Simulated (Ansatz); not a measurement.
# MoSe2 (P6_3/mmc) in Ansatz: relaxation of cell and atoms with exchange-only PBE

Aim: the relaxation of cell and atoms of MoSe2 with exchange-only PBE.

Program: Ansatz 0.2.0. These are calculated values, not measurements. Logs are shortened: lines on timing, memory, paths and dates and some standing lists are left out, and cuts for length are marked.

**1. Starting point**

The structure is hexagonal, space group P6_3/mmc (No. 194). Conventional cell: a = 3.288 Å, b = 3.288 Å, c = 12.900 Å, α = 90.00°, β = 90.00°, γ = 120.00°. Around Mo (site symmetry -6m2) lie 6 Se at 2.49 Å. Se (site symmetry 3m) has 3 Mo at 2.49 Å as nearest neighbours.

**2. Relaxation of cell and atoms, exchange-only PBE**

File input.yaml:

```yaml
crystal:
  lattice:
    - [3.288, 0.0, 0.0]
    - [-1.644, 2.8474915276, 0.0]
    - [0.0, 0.0, 12.9]
  atoms:
    - { symbol: Mo, position: [0.6666666667, 0.3333333333, 0.75] }
    - { symbol: Mo, position: [0.3333333333, 0.6666666667, 0.25] }
    - { symbol: Se, position: [0.6666666667, 0.3333333333, 0.375] }
    - { symbol: Se, position: [0.3333333333, 0.6666666667, 0.875] }
    - { symbol: Se, position: [0.6666666667, 0.3333333333, 0.125] }
    - { symbol: Se, position: [0.3333333333, 0.6666666667, 0.625] }
hamiltonian:
  xc: { exchange: pbe, correlation: none }
  pseudopotentials: { kind: paw }
kpoints:
  mp_grid: { grid: [9, 9, 2] }
scf:
  occupations: { method: fermi_dirac, width: 0.05 }
output:
  forces: true
  stress: true
  write_density: true
  write_potential: true
  elf: true
  volumetric_format: npy
relax:
  f_tol: 0.01
  max_steps: 40
  cell: { stress_tol: 0.05 }
```

Potentials or basis: Ansatz PAW.

On the command line:

```
$ ansatz run input.yaml --threads 2 --pin off --max-ram 5120MiB --backend cpu --events-out ev --progress --plain --runs-dir out
```

Standard output:

```text
Warning: RAYON_NUM_THREADS=2 ignored (pool sized by the plan → 2); use --threads N
Engine: ansatz 0.2.0, x86_64-unknown-linux-gnu
Pseudopotentials: kind: paw
Pseudopotential: Mo, paw, valence charge 14, recommended cutoff 420 eV (normal), Mo.paw.azcp
Pseudopotential: Se, paw, valence charge 16, recommended cutoff 420 eV (normal), Se.paw.azcp
Functional definition: unnamed
  exchange = pbe_x
  correlation = 0
Crystal: 6 atoms, lattice volume = 120.777 Å³
Basis set: ecut = 420 eV, 2395 PW (Γ), exchange–correlation on 48×48×180 points (8 copies of the dense FFT grid, shifted against one another)
Bands: 56, of which v1, the nominal top of the filled ones, is band 46 counted from 1 (45 counted from 0)
Symmetry: 24 space group operations
Space group: P63/mmc (ITA 194), of the structure as read, at distance tolerance 4.9e-5 Å
k-points: 24 of 162
Non-local potential: Mo, projectors of the file, l = 0: 3, l = 1: 2, l = 2: 2, l = 3: 1
Non-local potential: Se, projectors of the file, l = 0: 2, l = 1: 2, l = 2: 3, l = 3: 1
PAW form: soft (Blöchl's): semilocal exchange-correlation on the pseudo side does not see the compensation charge
PAW frozen core: Mo, regenerated for the run's functional, and the local potential with it (the file was generated under x = pbe(κ = 0.804, μ = 0.2195149727645171), c = pbe(β = 0.06672455060314922))
PAW frozen core: Se, regenerated for the run's functional, and the local potential with it (the file was generated under x = pbe(κ = 0.804, μ = 0.2195149727645171), c = pbe(β = 0.06672455060314922))
PAW one-centre angular grid: Mo, 590 points (default); XC on 64 Gauss nodes
PAW one-centre angular grid: Se, 590 points (default); XC on 64 Gauss nodes
Initial density: superposition of atomic densities (neutral atoms: chi_scale 0, normalization atom), corrected by the library's trained network
Initial wavefunctions: pseudopotential atomic-orbital guess
Functional: x = pbe(κ = 0.804, μ = 0.2195149727645171), c = none
SCF iter   1: F=—  HF=-31489.068880 eV  |F-HF|=—  |Δ(HF+E_count)|=         —  Δρ=1.01e-2  dr2=2.70e-1  ethr=1.77e-3  ⟨swp⟩=6.2  Hψ=4756  notcnv=0
preconditioner: auto → Resta (q_TF=auto, 2.607 Å⁻¹)  ε∞=6.3  [insulator: Δε(μ)=0.971 eV  Ē_g=8.834 eV  σ=0.050 eV  W_gap=1.00  n_scr=40 (ndim 8)  ℏωp=20.3 eV  f_vac=0.059  D(μ)=0.00/eV (n_scr^D=0)  ε∞_Penn≈6.3]
SCF iter   2: F=—  HF=-31489.046287 eV  |F-HF|=—  |Δ(HF+E_count)|=   2.26e-2  Δρ=4.86e-3  dr2=2.76e-2  ethr=2.93e-4  ⟨swp⟩=2.0  Hψ=1778  notcnv=0  defer=48
SCF iter   3: F=—  HF=-31489.045139 eV  |F-HF|=—  |Δ(HF+E_count)|=   1.15e-3  Δρ=2.65e-3  dr2=9.66e-3  ethr=3.00e-5  ⟨swp⟩=2.0  Hψ=1811  notcnv=0  defer=48
SCF iter   4: F=—  HF=-31489.046043 eV  |F-HF|=—  |Δ(HF+E_count)|=   9.04e-4  Δρ=9.11e-4  dr2=9.45e-4  ethr=1.05e-5  ⟨swp⟩=2.0  Hψ=1640  notcnv=0  defer=48
SCF iter   5: F=—  HF=-31489.046155 eV  |F-HF|=—  |Δ(HF+E_count)|=   1.12e-4  Δρ=2.28e-4  dr2=6.76e-5  ethr=1.03e-6  ⟨swp⟩=2.0  Hψ=2352  notcnv=0  defer=48
SCF iter   6: F=—  HF=-31489.046182 eV  |F-HF|=—  |Δ(HF+E_count)|=   2.72e-5  Δρ=5.34e-5  dr2=3.41e-6  ethr=7.35e-8  ⟨swp⟩=2.0  Hψ=1728  notcnv=0  defer=48
SCF iter   7: F=—  HF=-31489.046185 eV  |F-HF|=—  |Δ(HF+E_count)|=   2.96e-6  Δρ=1.05e-5  dr2=1.53e-7  ethr=3.71e-9  ⟨swp⟩=2.9  Hψ=2314  notcnv=0  defer=48
SCF iter   8: F=-31489.046185 eV  HF=-31489.046185 eV  |F-HF|=3.56e-9  |Δ(HF+E_count)|=   1.34e-7  Δρ=2.10e-6  dr2=6.37e-9  ethr=1.09e-10  ⟨swp⟩=8.1  Hψ=7885  notcnv=0
SCF 1 converged in 8 iterations: F = -31489.046185 eV  dr2 = 6.37e-9
[... 273 lines left out ...]
WARN: The input density's exchange-correlation potential varies sharply where the density is thin. Do not read a vacuum level from v_tot or v_xc, or from such a field of the output density. On a cell that repeats whose density bears no net charge and no dipole along the vacuum's axis use v_es (v_loc + v_h of the components); under efield.dipole_correction with no amplitude use v_es + v_field, which holds any external_charges[].barrier, or the levels of the report's work_function block, which leave it out; under a non-zero efield.amplitude the vacuum is tilted and has no level; on a cell that repeats and bears such a dipole with no correction it is tilted too, and efield.dipole_correction with no amplitude gives each side of its ramp a level where efield: is served; in a cell that repeats whose density bears a net charge (total_charge, or a fill off its count) it is curved and has none; of a slab under crystal.periodic whose density bears no net charge use v_es, which has a level on each side, short of where the two are joined; of another it falls or rises all the way out and has none; of a slab beside external_charges read slab_vacuum_level instead, which it has where they leave it neutral. The grid or the basis barely resolves most such structure, and the values can differ between equally converged runs; as a rule a tighter scf.convergence.dr2_threshold does not remove it. Where the density itself ripples (under the LDA too) a higher basis.ecutwfc lessens it. The files hold the spikes' plane waves up to the density's cutoff. Files: v_tot and the like, and their columns of v_z.tsv (output.write_potential); v_xc and the like, and their columns of v_comp_z.tsv (output.write_potential_components); where files of the output density stand in their place, no point of their own thin density is over the threshold below, and this is of outcome.potential() and, of a run that writes arrays (npy), the arrays of these names. Measured: with its Gaussian average of σ = 0.25 Å subtracted twice, the exchange-correlation potential is over 0.1 eV at 229 of the grid points where the equally averaged density (valence and model cores) is under 1e-3 e/Å³, and 6.88 eV at the most among them, at an averaged density of 8.5e-4 e/Å³. See output.write_potential in the manual, Limitations
SCF converged after 10 iterations
Free energy (F): -31490.958629 eV
Harris-Foulkes:  -31490.958629 eV  (|F-HF|=5.09e-11)
Internal energy: -31490.958623 eV  (E = F + TS)
E sigma→0 (E₀):  -31490.958626 eV
Entropy (-TS):   -0.000007 eV (-0.001 meV/atom)
Fermi energy:    7.136371 eV
--- Per-component energies (eV) ---
  E_band       = -2100.058551
  E_kinetic    = 1341.015184
  E_local      = -21528.845653  (includes V_loc(G=0)·N_el)
  E_nonlocal   = -2120.808571
  E_hartree    = 10160.661203
  E_xc         = -708.821244
  E_vxc        = -764.794382  (∫ρ·V_xc dr)
  E_paw        = -13821.853256  (= ΣΔE_a)
  E_vpaw       = 652.054299  (= ΣTr[D̂ρ^β])
  E_aug_tail   = -0.002360  (compensation charges beyond the density's cutoff)
  E_ewald      = -4813.980731
  E_core_change = 1.676805  (= ΣΔE_core)
  E_smearing   = -0.000007  (= −TS)
  E_closure    = -0.000000  (closes the sum)
  Σ components = -31490.958629   (vs F -31490.958629, Δ=0.00e0)
--- Forces (eV/Å), atoms counted from 1 ---
  atom   1  Mo     0.00000000     0.00000000     0.00000000
  atom   2  Mo     0.00000000    -0.00000000    -0.00000000
  atom   3  Se     0.00000000    -0.00000000     0.00053239
  atom   4  Se     0.00000000     0.00000000     0.00053239
  atom   5  Se     0.00000000    -0.00000000    -0.00053239
  atom   6  Se    -0.00000000     0.00000000    -0.00053239
  max |Σ_I F_I| component: 1.39e-17 eV/Å
--- Stress (GPa, compression-positive) ---
       -0.002823       0.000000      -0.000000
       -0.000000      -0.002823       0.000000
       -0.000000       0.000000       0.010519
  P = ⅓ Tr σ = 0.0016 GPa (0.016 kbar)
--- Band table (eV; the first three rows and the last of 24) ---
  k-point 0: bands = ["-54.3762", "-54.3762", "-40.3813", "-40.3813", "-40.3813", "-40.3813", "-40.3811", "-40.3811", "-40.3811", "-40.3811", "-40.3472", "-40.3472", "-40.3472", "-40.3472", "-40.3465", "-40.3465", "-40.3465", "-40.3465", "-40.3340", "-40.3340", "-40.3323", "-40.3323", "-28.4179", "-28.4179", "-28.3936", "-28.3936", "-28.3936", "-28.3936", "-6.8381", "-6.8368", "-6.0235", "-6.0213", "1.9450", "1.9786", "4.5753", "4.5753", "4.5754", "4.5754", "5.0830", "5.2572", "5.3961", "5.3961", "5.3962", "5.3962", "6.5782", "6.6777", "8.9207", "8.9207", "8.9211", "8.9211", "9.0755", "9.0755", "9.0764", "9.0764", "10.3780", "11.2702"]
  k-point 1: bands = ["-54.3762", "-54.3762", "-40.3813", "-40.3813", "-40.3813", "-40.3813", "-40.3811", "-40.3811", "-40.3811", "-40.3811", "-40.3472", "-40.3472", "-40.3472", "-40.3472", "-40.3465", "-40.3465", "-40.3465", "-40.3465", "-40.3340", "-40.3340", "-40.3323", "-40.3323", "-28.4179", "-28.4179", "-28.3936", "-28.3936", "-28.3936", "-28.3936", "-6.8375", "-6.8375", "-6.0224", "-6.0224", "1.9616", "1.9616", "4.5754", "4.5754", "4.5754", "4.5754", "5.1666", "5.1666", "5.3962", "5.3962", "5.3962", "5.3962", "6.6317", "6.6317", "8.9209", "8.9209", "8.9209", "8.9209", "9.0760", "9.0760", "9.0760", "9.0760", "10.6607", "10.6607"]
  k-point 2: bands = ["-54.3751", "-54.3751", "-40.3812", "-40.3812", "-40.3811", "-40.3811", "-40.3811", "-40.3811", "-40.3809", "-40.3809", "-40.3472", "-40.3472", "-40.3472", "-40.3472", "-40.3466", "-40.3466", "-40.3465", "-40.3465", "-40.3339", "-40.3339", "-40.3322", "-40.3322", "-28.4151", "-28.4150", "-28.4078", "-28.4078", "-28.3970", "-28.3970", "-6.7204", "-6.7191", "-5.9587", "-5.9566", "2.1076", "2.1408", "4.2327", "4.2329", "4.6317", "4.6978", "4.6979", "4.6991", "5.1912", "5.1914", "5.6424", "5.7309", "6.5002", "6.5642", "8.5898", "8.5989", "8.6400", "8.6922", "8.8959", "8.8973", "9.1162", "9.1171", "10.8624", "11.5066"]
  k-point 23: bands = ["-54.3664", "-54.3664", "-40.3804", "-40.3804", "-40.3801", "-40.3801", "-40.3800", "-40.3800", "-40.3800", "-40.3800", "-40.3478", "-40.3478", "-40.3473", "-40.3473", "-40.3470", "-40.3470", "-40.3469", "-40.3469", "-40.3330", "-40.3330", "-40.3313", "-40.3313", "-28.4847", "-28.4847", "-28.4697", "-28.4697", "-28.3902", "-28.3902", "-5.4944", "-5.4944", "-5.2861", "-5.2861", "2.4332", "2.4332", "2.7760", "2.7760", "3.3214", "3.3214", "3.5217", "3.5217", "4.1521", "4.1521", "4.8056", "4.8056", "6.5711", "6.5711", "7.6257", "7.6257", "9.0259", "9.0259", "9.1096", "9.1096", "10.0323", "10.0323", "12.7487", "12.7487"]
--- Relaxed structure (17 steps of the walk, 17 accepted, 3 SCFs on fresh bases) ---
  F+E_penalty+E_count = -31490.95862918 eV   max|allowed force component| = 5.324e-4 eV/Å   (the final SCF, on the basis selected at the relaxed cell)
  cell:  # Å, volume = 197.6448 Å³
    - [3.521453151640899, -4.087458958624349e-33, 7.739883108070917e-34]
    - [-1.7607265758204496, 3.0496678875577943, 8.703840702129514e-34]
    - [7.036611574770805e-33, 5.696304608147792e-33, 18.403947534151087]
  atoms:
    - { symbol: Mo, position: [0.6666666666666665, 0.33333333333333326, 0.75] }
    - { symbol: Mo, position: [0.33333333333333326, 0.6666666666666665, 0.25] }
    - { symbol: Se, position: [0.6666666666666665, 0.33333333333333326, 0.3419628619188518] }
    - { symbol: Se, position: [0.33333333333333326, 0.6666666666666665, 0.8419628619188513] }
    - { symbol: Se, position: [0.6666666666666665, 0.33333333333333326, 0.15803713808114841] }
    - { symbol: Se, position: [0.33333333333333326, 0.6666666666666665, 0.6580371380811487] }
```

It took 78 s on 2 threads of INTEL XEON PLATINUM 8581C at 2.10GHz (Emerald Rapids), shared host; peak memory 0.68 GiB.

Results:

| Quantity | Value |
| --- | --- |
| Free energy | -31490.9586 eV |
| Relaxed volume | 32.94 Å³/atom |
| Relaxed cell | a = 3.521 Å, b = 3.521 Å, c = 18.404 Å, α = 90.00°, β = 90.00°, γ = 120.00° |
| Space group after relaxing (to 0.05 Å) | P6_3/mmc (No. 194) |
| Energy gained by relaxing | 318.7 meV/atom |
| Ionic steps | 20 |
| Pressure after relaxing | 0.0 GPa |
| Band gap on the k mesh | 0.95 eV, indirect (least direct gap 1.05 eV) |

Step by step:
| step | energy change (eV) | largest force (eV/Å) | volume (Å³) |
| --- | --- | --- | --- |
| 1 | 0.0000 | 2.1767 | 120.78 |
| 2 | -1.4635 | 0.5579 | 138.40 |
| 3 | -1.5381 | 0.9947 | 157.39 |
| 4 | -1.8043 | 0.0816 | 156.49 |
| 5 | -1.8255 | 0.0334 | 160.30 |
| 6 | -1.8300 | 0.0112 | 163.45 |
| 7 | -1.8301 | 0.0007 | 163.53 |
| 8 | -1.8643 | 0.0027 | 163.53 |
| 9 | -1.8817 | 0.0096 | 167.93 |
| 10 | -1.8977 | 0.0131 | 174.91 |
| 11 | -1.9039 | 0.0058 | 181.59 |
| 12 | -1.9038 | 0.0340 | 184.44 |
| 13 | -1.9040 | 0.0010 | 184.18 |
| 14 | -1.9091 | 0.0013 | 184.18 |
| 15 | -1.9101 | 0.0023 | 186.65 |
| 16 | -1.9109 | 0.0375 | 193.32 |
| 17 | -1.9111 | 0.0022 | 194.35 |
| 18 | -1.9110 | 0.0055 | 197.27 |
| 19 | -1.9109 | 0.0009 | 197.64 |
| 20 | -1.9124 | 0.0005 | 197.64 |

Final structure:
```
CELL_PARAMETERS angstrom
3.52145 0.00000 0.00000
-1.76073 3.04967 0.00000
0.00000 0.00000 18.40395
ATOMIC_POSITIONS crystal
Mo 0.66667 0.33333 0.75000
Mo 0.33333 0.66667 0.25000
Se 0.66667 0.33333 0.34196
Se 0.33333 0.66667 0.84196
Se 0.66667 0.33333 0.15804
Se 0.33333 0.66667 0.65804
```

Levels at points of the mesh, in eV from the valence-band top:
```csv
k point,band 44,band 45,band 46,band 47,band 48,band 49
"(0.00, 0.00, 0.00)",-1.28,-0.10,0.00,2.24,2.24,2.24
"(0.00, 0.00, -0.50)",-1.28,-0.05,-0.05,2.24,2.24,2.24
```

Caveat: the volume moved by over 15 % at a fixed basis, so the end points are rough; odd divisions of the mesh miss points on the zone boundary, where band edges often lie, so the gap on the mesh can be too wide; the plane-wave basis is chosen anew once the cell has moved, so the energies of steps on either side of that aren't comparable; the volume moved by +64 % from the deposited cell, more than functionals usually miss; the PAW data sets come from PBE, with cores solved anew for the run's functional, which leaves a small shift of forces and pressure. Zero-point motion and thermal expansion aren't in these numbers.
